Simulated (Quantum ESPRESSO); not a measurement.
A run of Quantum ESPRESSO 7.5 is set up as follows.

The input pw.in:

```
&CONTROL
  calculation = 'scf'
  prefix = 'pwscf'
  outdir = './tmp'
  pseudo_dir = './pseudo'
  tprnfor = .true.
  tstress = .true.
  disk_io = 'low'
/
&SYSTEM
  ibrav = 0
  nat = 1
  ntyp = 1
  ecutwfc = 55
  ecutrho = 440
  nbnd = 9
  occupations = 'smearing'
  smearing = 'fd'
  degauss = 0.00367493
/
&ELECTRONS
  conv_thr = 2d-10
  electron_maxstep = 120
  mixing_beta = 0.5
/
ATOMIC_SPECIES
Br    79.9040 br_pbe_v1.4.uspp.F.UPF
CELL_PARAMETERS angstrom
  -1.4234917050    1.4234917050    3.5775173700
   1.4234917050   -1.4234917050    3.5775173700
   1.4234917050    1.4234917050   -3.5775173700
ATOMIC_POSITIONS crystal
Br     0.0000000000    0.0000000000    0.0000000000
K_POINTS automatic
13 13 13 0 0 0
```

pp_density.in

```
&INPUTPP
  prefix = 'pwscf'
  outdir = './tmp'
  filplot = 'density.dat'
  plot_num = 0
/
&PLOT
  nfile = 1
  filepp(1) = 'density.dat'
  iflag = 3
  output_format = 6
  fileout = 'density.cube'
/
```

pp_potential.in

```
&INPUTPP
  prefix = 'pwscf'
  outdir = './tmp'
  filplot = 'potential.dat'
  plot_num = 11
/
&PLOT
  nfile = 1
  filepp(1) = 'potential.dat'
  iflag = 3
  output_format = 6
  fileout = 'potential.cube'
/
```

Potentials or basis: SSSP 1.3 efficiency PBE.

The run is started by

```bash
$ OMP_NUM_THREADS=1 pw.x -in pw.in > pw.out
$ OMP_NUM_THREADS=1 pp.x -in pp_density.in > pp_density.out
$ OMP_NUM_THREADS=1 pp.x -in pp_potential.in > pp_potential.out
```

**Question.** What does it give for the pressure?

**Answer.** 1.4 GPa.

**Question.** Predict the band gap on the k mesh.

**Answer.** None (metal or under the smearing width).

Stress tensor (GPa, compression positive):
```
1.33 0.00 0.00
0.00 1.33 0.00
0.00 0.00 1.68
```

Caveat: an odd number of electrons without spin polarisation forces a metal; a magnetic or distorted state may lie lower.
